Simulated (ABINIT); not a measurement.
Crystal: CsPbCl3.

```
CELL_PARAMETERS angstrom
5.60500 0.00000 0.00000
0.00000 5.60500 0.00000
0.00000 0.00000 5.60500
ATOMIC_POSITIONS crystal
Pb 0.50000 0.50000 0.50000
Cs 0.00000 0.00000 0.00000
Cl 0.50000 0.00000 0.50000
Cl 0.00000 0.50000 0.50000
Cl 0.50000 0.50000 0.00000
```

Base run:

* Program: ABINIT 10.8.3 (patched build)
* Functional: PBE
* Potentials or basis: JTH PAW PBE v2.0
* Cutoff: 680 eV
* k mesh: 4 × 4 × 4
* Occupations: fermi-dirac, width 0.05 eV
* Spin: no spin polarisation

Its results: band gap on the k mesh 1.93 eV, direct; pressure 1.7 GPa.

Problem. The run is repeated on the same cell with these changes: k mesh from 4 × 4 × 4 to 2 × 2 × 2. What comes out?

Solution. Band gap on the k mesh 1.88 eV, direct; pressure 3.0 GPa.

Caveats: some runs use coarse meshes; spin-orbit coupling is left out, which as a rule narrows the gap of such compounds by several tenths of an eV.

A k mesh can miss the band edges.

Not every run made on this cell is shown here.
